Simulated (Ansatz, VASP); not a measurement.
## Two plane-wave programs on FeO (Wuestite)

The input INCAR:

```
SYSTEM = FeO
ALGO = Normal ; EDIFF = 1E-7
ENCUT = 520 ; GGA = PE
ISIF = 2 ; ISMEAR = -1
ISPIN = 2 ; LASPH = .True.
LCHARG = .False. ; LMAXMIX = 4
LORBIT = 11 ; LREAL = .False.
LWAVE = .False. ; MAGMOM = 3 0
NBANDS = 18 ; NELM = 100
PREC = Accurate ; SIGMA = 0.05
```

The input KPOINTS:

```
k-points
0
Gamma
  11 11 11
  0 0 0
```

Contents of POSCAR:

```
FeO
1.0
    0.0000000000      2.1409337923      2.1409337923
    2.1409337923      0.0000000000      2.1409337923
    2.1409337923      2.1409337923      0.0000000000
Fe O
1 1
Direct
    0.0000000000      0.0000000000      0.0000000000
    0.5000000000      0.5000000000      0.5000000000
```

Contents of input.yaml:

```yaml
crystal:
  lattice:
    - [0.0, 2.1409337923, 2.1409337923]
    - [2.1409337923, 0.0, 2.1409337923]
    - [2.1409337923, 2.1409337923, 0.0]
  atoms:
    - { symbol: Fe, position: [0.0, 0.0, 0.0], spin: 3.0 }
    - { symbol: O, position: [0.5, 0.5, 0.5] }
hamiltonian:
  xc: pbe
  pseudopotentials: { kind: paw }
magnetization:
  spin_polarized: true
kpoints:
  mp_grid: { grid: [11, 11, 11] }
scf:
  occupations: { method: fermi_dirac, width: 0.05 }
output:
  forces: true
  stress: true
  eigenvalues: true
```

Change from the starting cell: volume scaled by 0.98.

Alike in both runs: task single point; functional PBE; k mesh 11 × 11 × 11; occupations fermi-dirac, width 0.05 eV; collinear spin, ferromagnetic start.

```csv
,VASP,Ansatz
version,VASP 6.6.1,Ansatz 0.2.0
potentials or method,"VASP PAW PBE potentials, release 64 (Fe, O)",Ansatz PAW
plane-wave cutoff (eV),520,420
valence electrons in the cell,14,22
```

```tsv
	VASP	Ansatz	Ansatz less VASP
gap on the k mesh at the Fermi level (eV)	none	none	-
pressure (GPa)	3.9	3.7	-0.20
net moment per atom (μB)	2.00	2.00	0.000
size of the moment on the site where the two differ most (μB)	3.62	3.44	-0.175
```

Site moments also hang on the region over which each program counts them. A gap of «none» marks a metal or a gap that the smearing closes. The two sets of potentials don't hold the same shells in valence.

Caveats: a cell with one magnetic atom can't hold antiferromagnetic order, which such compounds often take; semilocal functionals often make such compounds metallic where correlation or magnetic order opens a gap, which also shifts bond lengths; the pressure holds a Pulay correction of +0.7 GPa for the finite cutoff (Ansatz).
